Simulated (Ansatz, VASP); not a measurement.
## Two plane-wave programs on Na

```
CELL_PARAMETERS angstrom
-2.02872 2.02872 2.02872
2.02872 -2.02872 2.02872
2.02872 2.02872 -2.02872
ATOMIC_POSITIONS crystal
Na 0.00000 0.00000 0.00000
```

Alike in both runs: task single point; functional LDA; k mesh 11 × 11 × 11; occupations methfessel-paxton of order 1, width 0.1 eV; no spin polarisation.

```csv
,VASP,Ansatz
version,VASP 6.6.1,Ansatz 0.2.0
potentials or method,"VASP PAW LDA potentials, release 64 (Na_pv)","plane waves (420 eV) with PAW, scalar-relativistic"
plane-wave cutoff (eV),520,420
valence electrons in the cell,7,9
```

Ansatz gave:

```
pressure (GPa) : 0.0
```

Question: Estimate VASP's values.

Answer: Pressure (GPa): -0.1.

The two sets of potentials don't hold the same shells in valence. Ansatz warned: «pseudo_functional_mismatch».
